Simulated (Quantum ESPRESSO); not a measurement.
A run of Quantum ESPRESSO 7.5 is set up as follows.

pw.in

```
&CONTROL
  calculation = 'scf'
  prefix = 'pwscf'
  outdir = './tmp'
  pseudo_dir = './pseudo'
  tprnfor = .true.
  tstress = .true.
  disk_io = 'low'
/
&SYSTEM
  ibrav = 0
  A = 3.08157321
  nat = 2
  ntyp = 2
  ecutwfc = 84
  nbnd = 15
  occupations = 'smearing'
  smearing = 'fd'
  degauss = 0.00367493
/
&ELECTRONS
  conv_thr = 4d-10
  electron_maxstep = 120
  mixing_beta = 0.5
/
ATOMIC_SPECIES
Ta   180.9479 Ta.upf
N     14.0070 N.upf
CELL_PARAMETERS alat
   0.0000000000    0.7071067800    0.7071067800
   0.7071067800    0.0000000000    0.7071067800
   0.7071067800    0.7071067800    0.0000000000
ATOMIC_POSITIONS alat
Ta     0.7071067800    0.7071067800    0.7071067800
N      0.0000000000    0.0000000000    0.0000000000
K_POINTS automatic
8 8 8 0 0 0
```

File nscf.in:

```
&CONTROL
  calculation = 'nscf'
  prefix = 'pwscf'
  outdir = './tmp'
  pseudo_dir = './pseudo'
  disk_io = 'low'
/
&SYSTEM
  ibrav = 0
  A = 3.08157321
  nat = 2
  ntyp = 2
  ecutwfc = 84
  nbnd = 26
  occupations = 'smearing'
  smearing = 'fd'
  degauss = 0.00367493
  nosym = .true.
  noinv = .true.
/
&ELECTRONS
  conv_thr = 1d-09
  electron_maxstep = 120
  mixing_beta = 0.5
  diago_full_acc = .true.
  startingwfc = 'random'
/
ATOMIC_SPECIES
Ta   180.9479 Ta.upf
N     14.0070 N.upf
CELL_PARAMETERS alat
   0.0000000000    0.7071067800    0.7071067800
   0.7071067800    0.0000000000    0.7071067800
   0.7071067800    0.7071067800    0.0000000000
ATOMIC_POSITIONS alat
Ta     0.7071067800    0.7071067800    0.7071067800
N      0.0000000000    0.0000000000    0.0000000000
K_POINTS crystal
216
  0.00000000   0.00000000   0.00000000 4.62962963e-03
  0.00000000   0.00000000   0.16666667 4.62962963e-03
  0.00000000   0.00000000   0.33333333 4.62962963e-03
  0.00000000   0.00000000   0.50000000 4.62962963e-03
  0.00000000   0.00000000   0.66666667 4.62962963e-03
  0.00000000   0.00000000   0.83333333 4.62962963e-03
[... 208 lines left out ...]
  0.83333333   0.83333333   0.66666667 4.62962963e-03
  0.83333333   0.83333333   0.83333333 4.62962963e-03
```

The input pw2wan.in:

```
&INPUTPP
  prefix = 'pwscf'
  outdir = './tmp'
  seedname = 'w'
  write_mmn = .true.
  write_amn = .true.
  scdm_proj = .true.
  scdm_entanglement = 'erfc'
  scdm_mu = 25.26
  scdm_sigma = 1
/
```

The input bands.in:

```
&CONTROL
  calculation = 'bands'
  prefix = 'pwscf'
  outdir = './tmp'
  pseudo_dir = './pseudo'
  disk_io = 'low'
/
&SYSTEM
  ibrav = 0
  A = 3.08157321
  nat = 2
  ntyp = 2
  ecutwfc = 84
  nbnd = 26
  occupations = 'smearing'
  smearing = 'fd'
  degauss = 0.00367493
/
&ELECTRONS
  conv_thr = 1d-08
  electron_maxstep = 120
  mixing_beta = 0.5
  diago_full_acc = .true.
  startingwfc = 'random'
/
ATOMIC_SPECIES
Ta   180.9479 Ta.upf
N     14.0070 N.upf
CELL_PARAMETERS alat
   0.0000000000    0.7071067800    0.7071067800
   0.7071067800    0.0000000000    0.7071067800
   0.7071067800    0.7071067800    0.0000000000
ATOMIC_POSITIONS alat
Ta     0.7071067800    0.7071067800    0.7071067800
N      0.0000000000    0.0000000000    0.0000000000
K_POINTS crystal
61
  0.00000000   0.00000000   0.00000000 1
  0.05555600   0.00000000   0.05555600 1
  0.11111100   0.00000000   0.11111100 1
  0.16666700   0.00000000   0.16666700 1
  0.22222200   0.00000000   0.22222200 1
  0.27777800   0.00000000   0.27777800 1
  0.33333300   0.00000000   0.33333300 1
  0.38888900   0.00000000   0.38888900 1
  0.44444400   0.00000000   0.44444400 1
  0.50000000   0.00000000   0.50000000 1
  0.50000000   0.05000000   0.55000000 1
  0.50000000   0.10000000   0.60000000 1
  0.50000000   0.15000000   0.65000000 1
  0.50000000   0.20000000   0.70000000 1
  0.50000000   0.25000000   0.75000000 1
  0.45833300   0.29166700   0.75000000 1
  0.41666700   0.33333300   0.75000000 1
  0.37500000   0.37500000   0.75000000 1
  0.33750000   0.33750000   0.67500000 1
  0.30000000   0.30000000   0.60000000 1
  0.26250000   0.26250000   0.52500000 1
  0.22500000   0.22500000   0.45000000 1
  0.18750000   0.18750000   0.37500000 1
  0.15000000   0.15000000   0.30000000 1
  0.11250000   0.11250000   0.22500000 1
  0.07500000   0.07500000   0.15000000 1
  0.03750000   0.03750000   0.07500000 1
  0.00000000   0.00000000   0.00000000 1
  0.06250000   0.06250000   0.06250000 1
  0.12500000   0.12500000   0.12500000 1
  0.18750000   0.18750000   0.18750000 1
  0.25000000   0.25000000   0.25000000 1
  0.31250000   0.31250000   0.31250000 1
  0.37500000   0.37500000   0.37500000 1
  0.43750000   0.43750000   0.43750000 1
  0.50000000   0.50000000   0.50000000 1
  0.52083300   0.45833300   0.52083300 1
  0.54166700   0.41666700   0.54166700 1
  0.56250000   0.37500000   0.56250000 1
  0.58333300   0.33333300   0.58333300 1
  0.60416700   0.29166700   0.60416700 1
  0.62500000   0.25000000   0.62500000 1
  0.58333300   0.25000000   0.66666700 1
  0.54166700   0.25000000   0.70833300 1
  0.50000000   0.25000000   0.75000000 1
  0.50000000   0.29166700   0.70833300 1
  0.50000000   0.33333300   0.66666700 1
  0.50000000   0.37500000   0.62500000 1
  0.50000000   0.41666700   0.58333300 1
  0.50000000   0.45833300   0.54166700 1
  0.50000000   0.50000000   0.50000000 1
  0.47916700   0.47916700   0.54166700 1
  0.45833300   0.45833300   0.58333300 1
  0.43750000   0.43750000   0.62500000 1
  0.41666700   0.41666700   0.66666700 1
  0.39583300   0.39583300   0.70833300 1
  0.37500000   0.37500000   0.75000000 1
  0.62500000   0.25000000   0.62500000 1
  0.58333300   0.16666700   0.58333300 1
  0.54166700   0.08333300   0.54166700 1
  0.50000000   0.00000000   0.50000000 1
```

Contents of w.win:

```
num_wann = 13
num_bands = 22
auto_projections = true
dis_num_iter = 0
num_iter = 1200
search_shells = 100
kmesh_tol = 1.0d-4
conv_tol = 1.0d-8
conv_window = 4
num_print_cycles = 200
fermi_energy = 22.2577
bands_plot = true
write_hr = true
mp_grid = 6 6 6
exclude_bands = 1-4
begin unit_cell_cart
ang
  0.0000000000   2.1790013100   2.1790013100
  2.1790013100   0.0000000000   2.1790013100
  2.1790013100   2.1790013100   0.0000000000
end unit_cell_cart
begin atoms_frac
Ta   0.5000000000   0.5000000000   0.5000000000
N    0.0000000000   0.0000000000   0.0000000000
end atoms_frac
begin kpoint_path
G   0.0000000000   0.0000000000   0.0000000000  X   0.5000000000   0.0000000000   0.5000000000
X   0.5000000000   0.0000000000   0.5000000000  W   0.5000000000   0.2500000000   0.7500000000
W   0.5000000000   0.2500000000   0.7500000000  K   0.3750000000   0.3750000000   0.7500000000
K   0.3750000000   0.3750000000   0.7500000000  G   0.0000000000   0.0000000000   0.0000000000
G   0.0000000000   0.0000000000   0.0000000000  L   0.5000000000   0.5000000000   0.5000000000
L   0.5000000000   0.5000000000   0.5000000000  U   0.6250000000   0.2500000000   0.6250000000
U   0.6250000000   0.2500000000   0.6250000000  W   0.5000000000   0.2500000000   0.7500000000
W   0.5000000000   0.2500000000   0.7500000000  L   0.5000000000   0.5000000000   0.5000000000
L   0.5000000000   0.5000000000   0.5000000000  K   0.3750000000   0.3750000000   0.7500000000
U   0.6250000000   0.2500000000   0.6250000000  X   0.5000000000   0.0000000000   0.5000000000
end kpoint_path
bands_num_points = 9
begin kpoints
  0.00000000   0.00000000   0.00000000
  0.00000000   0.00000000   0.16666667
  0.00000000   0.00000000   0.33333333
  0.00000000   0.00000000   0.50000000
  0.00000000   0.00000000   0.66666667
  0.00000000   0.00000000   0.83333333
[... 208 lines left out ...]
  0.83333333   0.83333333   0.66666667
  0.83333333   0.83333333   0.83333333
end kpoints
```

Potentials or basis: PseudoDojo 0.4.1 SR PBE standard.

Run with:

```bash
$ OMP_NUM_THREADS=1 pw.x -in pw.in > pw.out
$ OMP_NUM_THREADS=1 pw.x -in nscf.in > nscf.out
$ wannier90.x -pp w
$ OMP_NUM_THREADS=1 pw2wannier90.x -in pw2wan.in > pw2wan.out
$ wannier90.x w
$ OMP_NUM_THREADS=1 pw.x -in bands.in > bands.out
```

Estimate the total Wannier spread.

22.86 Å² over 13 functions.

Predict the RMS miss of the Wannier bands.

0.039 eV.

What does it give for the band gap on the k mesh?

None (metal or under the smearing width).

Estimate the pressure.

14.4 GPa.

Levels at the corners of the path, in eV from the Fermi level:
| point | band 6 | band 7 | band 8 | band 9 | band 10 | band 11 | band 12 | band 13 |
| --- | --- | --- | --- | --- | --- | --- | --- | --- |
| Γ | -4.00 | -4.00 | -4.00 | -2.22 | -2.22 | -2.22 | 0.05 | 0.05 |
| X | -6.77 | -5.69 | -4.79 | -4.79 | 2.19 | 3.66 | 3.66 | 4.77 |
| W | -7.70 | -6.96 | -6.96 | -0.26 | -0.26 | 3.68 | 4.26 | 4.70 |
| K | -7.91 | -6.96 | -6.39 | -2.36 | 2.50 | 2.62 | 4.78 | 5.19 |
| Γ | -4.00 | -4.00 | -4.00 | -2.22 | -2.22 | -2.22 | 0.05 | 0.05 |
| L | -10.66 | -7.84 | -7.84 | 1.94 | 1.94 | 2.01 | 3.81 | 7.76 |
| U | -7.91 | -6.96 | -6.39 | -2.36 | 2.50 | 2.62 | 4.78 | 5.19 |
| W | -7.70 | -6.96 | -6.96 | -0.26 | -0.26 | 3.68 | 4.26 | 4.70 |
| L | -10.66 | -7.84 | -7.84 | 1.94 | 1.94 | 2.01 | 3.81 | 7.76 |
| K | -7.91 | -6.96 | -6.39 | -2.36 | 2.50 | 2.62 | 4.78 | 5.19 |
| U | -7.91 | -6.96 | -6.39 | -2.36 | 2.50 | 2.62 | 4.78 | 5.19 |
| X | -6.77 | -5.69 | -4.79 | -4.79 | 2.19 | 3.66 | 3.66 | 4.77 |

Caveat: spin-orbit coupling is left out, which moves the levels of the heavy elements.
